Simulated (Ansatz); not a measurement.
The crystal is BP (honeycomb monolayer).

The cell holds 2 atoms: 1 B and 1 P. Its edges and angles: a = 3.213 Å, b = 3.213 Å, c = 23.200 Å, α = 90.0°, β = 90.0°, γ = 120.0°. Vacuum lies along c.

```
B P
1.0
     3.21345    0.00000    0.00000
    -1.60672    2.78293    0.00000
     0.00000    0.00000   23.20000
B P
1 1
Cartesian
  0.0000 1.8553 11.6000
  1.6067 0.9276 11.6000
```

The structure was relaxed with PBE. The runs that relaxed it are not among those shown.

Gaps computed with Ansatz 0.2.0 without a self-energy: PBE 0.89 eV, HSE06 1.36 eV and PBE0 1.97 eV.

What gap should G0W0 on PBE give (6×6×1 mesh, 402 empty bands, screening to 90 eV, PAW set soft_1 files)?

About 1.38 eV: on its mesh the run moves the gap from 0.88 eV by +0.50 eV. Among the scalar-relativistic levels given, HSE06 is nearest (−0.02 eV). Bands and cutoff are finite, so the gap is not at the basis limit. The miss can reach some tenths of an eV and take either sign; the mesh is an error of its own. The mesh in the plane is coarse for a sheet; gap and any exciton binding can still move on denser ones.

[Paths, hosts, dates, memory and timing lines, banners, echoed tables and standing remarks are left out of the program output.]

[Logs are printed without paths, hosts, clocks, repeated set-up lines and the standing remarks that a program may print on its own settings, such as how far it seeks lower states.]

[Runs of the session that timed out or met a known fault of the program may be left out.]

[Cells called generated may have been cut or substituted from an entry of the Crystallography Open Database or the Materials Project.]

[Hosts, paths, dates, database ids (printed as entryN), source tags and the programs' standing remarks are cut or masked in the printed files.]
